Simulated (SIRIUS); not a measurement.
This SIRIUS 7.12.0 run on W needs a look.

File sirius.json:

```json
{
  "control": {
    "processing_unit": "cpu",
    "verbosity": 2,
    "num_bands_to_print": 28,
    "print_forces": true,
    "print_stress": true
  },
  "parameters": {
    "electronic_structure_method": "pseudopotential",
    "xc_functionals": ["XC_GGA_X_PBE", "XC_GGA_C_PBE"],
    "gk_cutoff": 7.8,
    "pw_cutoff": 22.1,
    "ngridk": [6, 6, 6],
    "shiftk": [0, 0, 0],
    "smearing": "methfesel_paxton",
    "smearing_width": 0.0036749322,
    "num_bands": 28,
    "num_mag_dims": 3,
    "num_dft_iter": 50,
    "energy_tol": 1e-08,
    "density_tol": 1e-06
  },
  "iterative_solver": {
    "type": "davidson",
    "min_tolerance": 1e-10
  },
  "mixer": {
    "type": "anderson",
    "beta": 0.5,
    "max_history": 8
  },
  "settings": {
    "tol_ne": 1e-10,
    "smooth_initial_mag": true
  },
  "unit_cell": {
    "lattice_vectors": [
      [0.0, 0.707106781187, 0.707106781187],
      [0.707106781187, 0.0, 0.707106781187],
      [0.707106781187, 0.707106781187, 0.0]
    ],
    "lattice_vectors_scale": 5.6838487972,
    "atom_coordinate_units": "lattice",
    "atom_types": ["W"],
    "atom_files": {
      "W": "W.json"
    },
    "atoms": {
      "W": [
        [0.0, 0.0, 0.0, 0.289, 0.289, 0.289]
      ]
    }
  }
}
```

Potentials or basis: SSSP 1.3.0 PBE efficiency.

The run is started by

```console
$ upf_to_json W_pbe_v1.2.uspp.F.UPF
$ OMP_NUM_THREADS=1 sirius.scf --input=sirius.json --output=out.json --task=0
```

Output:

```text
get_smearing_t(): wrong label of the smearing_t enumerator: methfesel_paxton
--------------------------------------------------------------------------
MPI_ABORT was invoked on rank 0 in communicator MPI_COMM_WORLD
  Errorcode: -1

NOTE: invoking MPI_ABORT causes Open MPI to kill all MPI processes.
You may or may not see output from other processes, depending on
exactly when Open MPI kills them.
--------------------------------------------------------------------------
```

Problem. How did it end, and where is the flaw?

Solution. The program refused the input. The input holds a flaw that was put in on purpose: smearing spelt as in the input schema, which the program refuses (parameters.smearing = methfesel_paxton).
